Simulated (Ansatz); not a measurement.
## Zn: settings compared (Ansatz)

The input file (Ansatz 0.2.0, plane waves):

```yaml
crystal:
  lattice:
    - [1.390209, 2.407911, 0.0]
    - [-1.390209, 2.407911, 0.0]
    - [0.0, 0.0, 9.003944]
  atoms:
    - { symbol: Zn, position: [0.0, 0.0, 0.0] }
    - { symbol: Zn, position: [0.0, 0.0, 0.5] }
    - { symbol: Zn, position: [0.33333, 0.33334, 0.75] }
    - { symbol: Zn, position: [0.66666, 0.66667, 0.25] }
  symmetry: { tolerance: 0.0003 }
kpoints:
  mp_grid: { grid: [7, 7, 2], shift: [0, 0, 0] }
magnetization:
  spin_polarized: false
scf:
  occupations: { method: fermi_dirac, width: 0.0242 }
hamiltonian:
  pseudopotentials: { kind: paw }
  xc: pbe
basis:
  ecutwfc: 420
output:
  forces: true
  stress: true
  eigenvalues: true
relax:
  max_steps: 40
  cell: {}
```

The command:

```bash
ansatz run input.yaml --threads 1 --pin off --max-ram 2560MiB --backend cpu --events-out ev --progress --plain --runs-dir out
```

Origin of the cell: a known structure type with other elements, at an estimated volume, so it need not be a known compound.

Output of this run (shortened):

```
SCF iter   1: F=—  HF=-13276.090022 eV  Δρ=2.18e-3  dr2=2.68e-3
SCF iter   2: F=—  HF=-13276.090482 eV  Δρ=1.30e-3  dr2=8.03e-4  defer=3
SCF iter   3: F=—  HF=-13276.090418 eV  Δρ=8.18e-4  dr2=4.28e-4  defer=3
SCF iter   4: F=—  HF=-13276.090371 eV  Δρ=1.20e-4  dr2=6.93e-6  defer=3
SCF iter   5: F=—  HF=-13276.090376 eV  Δρ=6.63e-5  dr2=1.88e-6  defer=3
SCF iter   6: F=—  HF=-13276.090375 eV  Δρ=2.95e-5  dr2=3.84e-7  defer=3
SCF iter   7: F=-13276.090375 eV  HF=-13276.090375 eV  Δρ=1.54e-5  dr2=5.85e-8
relax step   1: F+E_penalty+E_count = -13276.090375 eV  Δ(F+E_penalty+E_count) = +0.000e0 eV  max|allowed force component| = 1.388e-17 eV/Å  Δτ_max = 0.0000 Å  P = +0.461 GPa  Ω = 60.281 Å³ […]
relax step   2: F+E_penalty+E_count = -13276.189818 eV  Δ(F+E_penalty+E_count) = -9.944e-2 eV  max|allowed force component| = 0.0 eV/Å  Δτ_max = 0.0000 Å  P = -0.077 GPa  Ω = 60.463 Å³  energ […]
relax step   3: F+E_penalty+E_count = -13276.187538 eV  Δ(F+E_penalty+E_count) = +2.280e-3 eV  max|allowed force component| = 9.714e-17 eV/Å  Δτ_max = 0.0000 Å  P = +2.488 GPa  Ω = 58.631 Å³ […]
relax step   4: F+E_penalty+E_count = -13276.219028 eV  Δ(F+E_penalty+E_count) = -2.921e-2 eV  max|allowed force component| = 2.313e-17 eV/Å  Δτ_max = 0.0000 Å  P = -0.320 GPa  Ω = 60.716 Å³ […]
relax step   5: F+E_penalty+E_count = -13276.219658 eV  Δ(F+E_penalty+E_count) = -6.302e-4 eV  max|allowed force component| = 1.249e-16 eV/Å  Δτ_max = 0.0000 Å  P = +0.058 GPa  Ω = 60.424 Å³ […]
relax step   6: F+E_penalty+E_count = -13276.219636 eV  Δ(F+E_penalty+E_count) = +2.192e-5 eV  max|allowed force component| = 5.089e-17 eV/Å  Δτ_max = 0.0000 Å  P = +0.001 GPa  Ω = 60.469 Å³ […]
relax step   7: F+E_penalty+E_count = -13276.220216 eV  Δ(F+E_penalty+E_count) = -5.800e-4 eV  max|allowed force component| = 3.238e-17 eV/Å  Δτ_max = 0.0000 Å  P = +0.016 GPa  Ω = 60.469 Å³  stress off target by 6.40e-2 GPa […]
relax step   8: F+E_penalty+E_count = -13276.220209 eV  Δ(F+E_penalty+E_count) = +6.637e-6 eV  max|allowed force component| = 6.476e-17 eV/Å  Δτ_max = 0.0000 Å  P = +0.001 GPa  Ω = 60.483 Å³ […]
relax step   9: F+E_penalty+E_count = -13276.220209 eV  Δ(F+E_penalty+E_count) = -2.832e-9 eV  max|allowed force component| = 1.064e-16 eV/Å  Δτ_max = 0.0000 Å  P = +0.001 GPa  Ω = 60.483 Å³  stress off target by 4.91e-3 GPa […]
SCF 9 converged in 5 iterations: F = -13276.220209 eV  dr2 = 8.51e-12
basis re-selected at this cell: Δ(F+E_penalty+E_count) = -2.832e-9 eV, ΔP = -0.000 GPa vs the last step (what re-selecting the basis moved, of the pressure what is left beyond the Pulay corre […]
SCF converged after 5 iterations
Free energy (F): -13276.220209 eV
Harris-Foulkes:  -13276.220209 eV  (|F-HF|=1.82e-12)
Internal energy: -13276.218454 eV  (E = F + TS)
E sigma→0 (E₀):  -13276.219332 eV
Entropy (-TS):   -0.001755 eV (-0.439 meV/atom)
Fermi energy:    11.322483 eV
--- Per-component energies (eV) ---
  E_band       = 200.171135
  E_kinetic    = 523.789715
  E_local      = -6116.188087  (includes V_loc(G=0)·N_el)
  E_nonlocal   = 2442.650758
  E_hartree    = 2563.886093
  E_xc         = -550.837355
  E_vxc        = -210.425091  (∫ρ·V_xc dr)
  E_paw        = -7299.477951  (= ΣΔE_a)
  E_vpaw       = -1567.427131  (= ΣTr[D̂ρ^β])
  E_aug_tail   = -0.001437  (compensation charges beyond the density's cutoff)
  E_ewald      = -4840.040191
  E_smearing   = -0.001755  (= −TS)
  Σ components = -13276.220209   (vs F -13276.220209, Δ=0.00e0)
--- Forces (eV/Å), atoms counted from 1 ---
  atom   1  Zn    -0.000000     0.000000     0.000000
  atom   2  Zn    -0.000000     0.000000    -0.000000
  atom   3  Zn     0.000000    -0.000000     0.000000
  atom   4  Zn    -0.000000     0.000000    -0.000000
  max |Σ_I F_I| component: 1.85e-17 eV/Å
--- Stress (GPa, compression-positive) ---
       -0.000971       0.000000       0.000000
        0.000000      -0.000971       0.000000
        0.000000       0.000000       0.004911
  P = ⅓ Tr σ = 0.0010 GPa (0.010 kbar)
--- Relaxed structure (7 steps of the walk, 6 accepted, 2 SCFs on fresh bases) ---
  F+E_penalty+E_count = -13276.220209 eV   max|allowed force component| = 1.064e-16 eV/Å   (the final SCF, on the basis selected at the relaxed cell)
  cell:  # Å, volume = 60.4834 Å³
    - [1.354909, 2.346771, 0.0]
    - [-1.354909, 2.346771, 0.0]
    - [0.0, 0.0, 9.510982]
  atoms:
    - { symbol: Zn, position: [-1.387e-17, -4.047e-18, 0.0] }
    - { symbol: Zn, position: [-1.387e-17, -4.047e-18, 0.500000] }
    - { symbol: Zn, position: [0.333333, 0.333333, 0.75] }
    - { symbol: Zn, position: [0.666667, 0.666667, 0.250000] }
```

The same input was run again with these changes:

1. `kpoints.mp_grid.shift` [0, 0, 0] → [0.5, 0.5, 0.5]
2. `relax.f_tol` default → 0.02; `relax.max_displacement` default → 0.3; `hamiltonian.xc` pbe → rpbe
3. `basis.ecutrho_ratio` default → 9; `scf.occupations.width` 0.0242 → default; `scf.occupations.method` fermi_dirac → tetrahedron_uncorrected
4. `kpoints.mp_grid.grid` [7, 7, 2] → [6, 6, 2]

| run | end | SCF iterations | volume (Å³/atom) | max force component (eV/Å) | moment (μB) | ΔE(σ→0) (meV/atom) |
| --- | --- | --- | --- | --- | --- | --- |
| base | converged | 52 | 15.12 | 0.000 | – | 0 |
| 1 | converged | 64 | 15.32 | 0.000 | – | -2.28 |
| 2 | converged | 44 | 15.79 | 0.000 | – | – |
| 3 | converged | 73 | 15.58 | 0.000 | – | 118.05 |
| 4 | converged | 67 | 15.39 | 0.000 | – | 57.98 |

Energies are compared only where functional, datasets, charge and starting cell are the same.

Run 3 relaxed to another structure than the base run, so its differences aren't those of the setting alone.

Not properties of the system: run 4 (too coarse or loose: `kpoints.mp_grid.grid` = [6, 6, 2]).

Caveats of the base run: the k mesh is coarse if the cell is a metal; the relaxation held the start's symmetry, so the end may be a saddle point.

Run 1: the k mesh keeps only part of the crystal's symmetry.
Run 2: forces of this functional can be a tenth off on datasets made under PBE.
Run 3: forces and stress under tetrahedra may miss the slope of the energy.

Time of the base run: 12 s on 1 thread of Intel(R) Xeon(R) Platinum 8375C CPU @ 2.90GHz (Ice Lake), on a shared host, peak memory 0.4 GiB, from the program's own first density.
